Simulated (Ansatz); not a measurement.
## How settings move the G0W0 gap of LiH (rocksalt)

LiH in the rocksalt structure, relaxed with r2SCAN; one-shot G0W0 in Ansatz without spin-orbit coupling. The values are computed, spin-unpolarised, and not measurements.

```
CELL_PARAMETERS angstrom
0.00000 2.00299 2.00299
2.00299 0.00000 2.00299
2.00299 2.00299 0.00000
ATOMIC_POSITIONS crystal
Li 0.00000 0.00000 0.00000
H 0.50000 0.50000 0.50000
```

Gaps are read over the mesh points alone. G0W0 values are finite-basis, finite-mesh values.

| start | potentials | frequency model | mesh | empty bands | screening cutoff (eV) | Kohn-Sham gap (eV) | G0W0 gap (eV) | rough cost |
| --- | --- | --- | --- | --- | --- | --- | --- | --- |
| PBE | PAW | contour deformation | 6×6×6 | 26 | 80 | 2.98 | 4.66 | 3 core-seconds |
| PBE | PAW | contour deformation | 6×6×6 | 60 | 140 | 2.98 | 4.79 | 6 core-seconds |
| PBE | PAW | contour deformation | 6×6×6 | 111 | 210 | 2.98 | 4.85 | 17 core-seconds |
| HSE06 | PAW | contour deformation | 6×6×6 | 60 | 140 | 3.97 | 5.41 | 20 core-seconds |
| LDA | PAW | contour deformation | 6×6×6 | 60 | 140 | 2.61 | 4.59 | 6 core-seconds |
| r2SCAN | PAW | contour deformation | 6×6×6 | 60 | 140 | 3.63 | 5.26 | 8 core-seconds |
| PBE | PAW | Godby-Needs pole | 6×6×6 | 60 | 140 | 2.98 | 4.81 | 6 core-seconds |
| PBE | PAW | contour deformation | 8×8×8 | 26 | 80 | 2.98 | 4.68 | 12 core-seconds |
| PBE | norm-conserving | contour deformation | 6×6×6 | 60 | 140 | 2.98 | 4.79 | 12 core-seconds |

G0W0 moves the gap on the mesh from 2.98 eV (PBE) to 4.85 eV (direct at X). Renormalisation factors Z lie between 0.71 and 0.80.

Raising bands and cutoff together moves the gap by +0.13 eV (80 to 140 eV), then +0.06 eV (140 to 210 eV); the last step is still large, so the basis limit isn't reached. Starting from HSE06 (3.97 eV against PBE's 2.98 eV) gives 5.41 eV, +0.62 eV from G0W0@PBE at the same screening cutoff. Starting from LDA (2.61 eV against PBE's 2.98 eV) gives 4.59 eV, -0.20 eV from G0W0@PBE at the same screening cutoff. Starting from r2SCAN (3.63 eV against PBE's 2.98 eV) gives 5.26 eV, +0.47 eV from G0W0@PBE at the same screening cutoff. The Godby-Needs plasmon pole differs from contour deformation by +0.02 eV. An 8×8×8 mesh in place of 6×6×6 changes the opening over PBE by +0.02 eV (the gap on the mesh by +0.02 eV). Norm-conserving potentials (wave cutoff 1034 eV against 420 eV) shift the quasiparticle gap by 0.00 eV and the PBE gap by 0.00 eV. r2SCAN runs take a wave cutoff of 500 eV.
